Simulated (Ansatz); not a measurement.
**SnSe: moving Sn off its site**

SnSe, Fm-3m, a = 6.020 Å (as given, not relaxed at this level: 0.0 GPa). This isn't the usual stable structure of the compound. Ansatz: r2SCAN, PAW, 500 eV, Γ-centred 10×10×10 mesh on 2 atoms, Gaussian smearing 0.05 eV; no spin polarisation.

```
Sn Se
1.0
     0.00000    3.01000    3.01000
     3.01000    0.00000    3.01000
     3.01000    3.01000    0.00000
Sn Se
1 1
Direct
  0.00000 0.00000 0.00000
  0.50000 0.50000 0.50000
```

Atom 1 (Sn) moves by x along the unit vector (0.000, -0.707, -0.707), with its periodic images; all else is held. y is the free energy of the cell over the start, F the force along the path summed over the moved atoms. Symmetry makes y even in x.

| x (Å) | y (meV) | F (eV/Å) |
| --- | --- | --- |
| -0.1000 | ? | ? |
| -0.0500 | -0.51 | -0.02 |
| 0.0000 | 0.00 | 0.00 |
| 0.0125 | -0.03 | 0.01 |
| 0.0250 | -0.13 | 0.01 |
| 0.0375 | -0.29 | 0.02 |
| 0.0625 | -0.77 | 0.02 |
| 0.0750 | -1.07 | 0.03 |
| 0.0875 | -1.40 | 0.03 |

Question: Fit y = c2 x² + c4 x⁴ to the energies of the other rows, give the force constant, and predict energy and force of the missing row.

Answer: Least squares on the rows shown. y = −212.3 x² + 3856 x⁴. The force constant is 2 c2 = -0.425 eV/Å², negative: the site is a maximum along this line (for all images moving together, not for a lone atom). The force −dy/dx at the missing row is -0.03 eV/Å (computed -0.03). At x = -0.1000 the fit asked for gives -1.74 meV. The run gave -1.74 meV, the same to the digits shown.